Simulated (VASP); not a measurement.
The system is SnO2 (Cassiterite).

```xyz
6
Lattice="4.7380 0.0000 0.0000 0.0000 4.7380 0.0000 0.0000 0.0000 3.1865" Properties=species:S:1:pos:R:3 pbc="T T T"
Sn    0.0000    0.0000    0.0000
Sn    2.3690    2.3690    1.5933
O     1.4550    1.4550    0.0000
O     0.9140    3.8240    1.5933
O     3.2830    3.2830    0.0000
O     3.8240    0.9140    1.5933
```

| Item | Value |
| --- | --- |
| Program | VASP 6.6.1 |
| Task | relaxation of cell and atoms |
| Functional | PBE |
| Potentials or basis | VASP PAW PBE potentials, release 64 (Sn_d, O) |
| Cutoff | 600 eV |
| k mesh | 7 × 7 × 9 |
| Occupations | fermi-dirac, width 0.05 eV |
| Spin | no spin polarisation |

At the start: pressure 11.6 GPa; volume 11.92 Å³/atom.

Problem. How do energy, volume and symmetry change on relaxing?

Solution. Over 14 steps the energy falls by 23.7 meV/atom and the volume is 12.61 Å³/atom (+5.7 %); space group P4_2/mnm (No. 136, to 0.05 Å).

The path:
```tsv
step	energy change (eV)	largest force (eV/Å)	pressure (GPa)	volume (Å³)
1	0.0000	0.2935	11.62	71.53
2	0.0637	0.3624	-10.59	80.86
3	-0.1404	0.0645	-0.02	75.52
4	-0.1404	0.0584	0.19	75.44
5	-0.1420	0.0040	0.06	75.58
6	-0.1422	0.0158	0.05	75.63
7	-0.1422	0.0182	0.02	75.64
8	-0.1422	0.0181	0.03	75.64
9	-0.1422	0.0018	-0.05	75.67
10	-0.1422	0.0002	-0.03	75.67
11	-0.1422	0.0019	-0.07	75.67
12	-0.1422	0.0010	-0.07	75.67
13	-0.1422	0.0010	-0.05	75.67
14	-0.1422	0.0010	0.04	75.63
```

Final structure:
```yaml
crystal:
  lattice:
    - [4.83015, 0.00000, 0.00000]
    - [0.00000, 4.83015, 0.00000]
    - [0.00000, 0.00000, 3.24188]
  atoms:
    - { symbol: Sn, position: [0.00000, 0.00000, 0.00000] }
    - { symbol: Sn, position: [0.50000, 0.50000, 0.50000] }
    - { symbol: O, position: [0.30652, 0.30652, 0.00000] }
    - { symbol: O, position: [0.19348, 0.80652, 0.50000] }
    - { symbol: O, position: [0.69348, 0.69348, 0.00000] }
    - { symbol: O, position: [0.80652, 0.19348, 0.50000] }
```
